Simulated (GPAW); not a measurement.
The system is CdSe (Cadmoselite).

```xyz
4
Lattice="4.3000 0.0000 0.0000 -2.1500 3.7239 0.0000 0.0000 0.0000 7.0200" Properties=species:S:1:pos:R:3 pbc="T T T"
Cd    2.1500    1.2413    3.5100
Cd    0.0000    2.4826    0.0000
Se    2.1500    1.2413    6.2127
Se    0.0000    2.4826    2.7027
```

* Program: GPAW 26.7.0
* Task: relaxation of cell and atoms
* Functional: PBEsol
* Potentials or basis: PAW data sets generated in the run's folder for this functional
* Cutoff: 600 eV
* Basis: pw
* k mesh: 5 × 5 × 3
* Occupations: fermi-dirac, width 0.05 eV
* Spin: no spin polarisation

At the start: pressure 0.0 GPa; volume 28.10 Å³/atom.

Question: Where does the relaxation end?

Answer: Over 10 steps the energy falls by 4.7 meV/atom and the volume is 28.01 Å³/atom (-0.3 %); space group P6_3mc (No. 186, to 0.05 Å).

The path:
```tsv
step	energy change (eV)	largest force (eV/Å)	pressure (GPa)	volume (Å³)
1	0.0000	0.2690	0.00	112.41
2	-0.0048	0.2352	-0.02	112.41
3	-0.0181	0.0273	-0.08	112.37
4	-0.0184	0.0117	-0.08	112.36
5	-0.0184	0.0093	-0.07	112.34
6	-0.0186	0.0045	0.03	112.14
7	-0.0187	0.0031	0.08	112.04
8	-0.0187	0.0022	0.10	111.99
9	-0.0187	0.0056	0.09	112.00
10	-0.0188	0.0089	0.07	112.05
```

Final structure:
```cif
data_structure
_symmetry_space_group_name_H-M 'P 1'
_symmetry_Int_Tables_number 1
_cell_length_a 4.2984
_cell_length_b 4.2984
_cell_length_c 7.0027
_cell_angle_alpha 90.000
_cell_angle_beta 90.000
_cell_angle_gamma 120.000
_cell_volume 112.05
loop_
_atom_site_label
_atom_site_type_symbol
_atom_site_fract_x
_atom_site_fract_y
_atom_site_fract_z
_atom_site_occupancy
Cd1 Cd 0.66667 0.33333 0.50438 1
Cd2 Cd 0.33333 0.66667 0.00438 1
Se1 Se 0.66667 0.33333 0.88061 1
Se2 Se 0.33333 0.66667 0.38061 1
```

Caveat: later steps reuse the first step's grids.
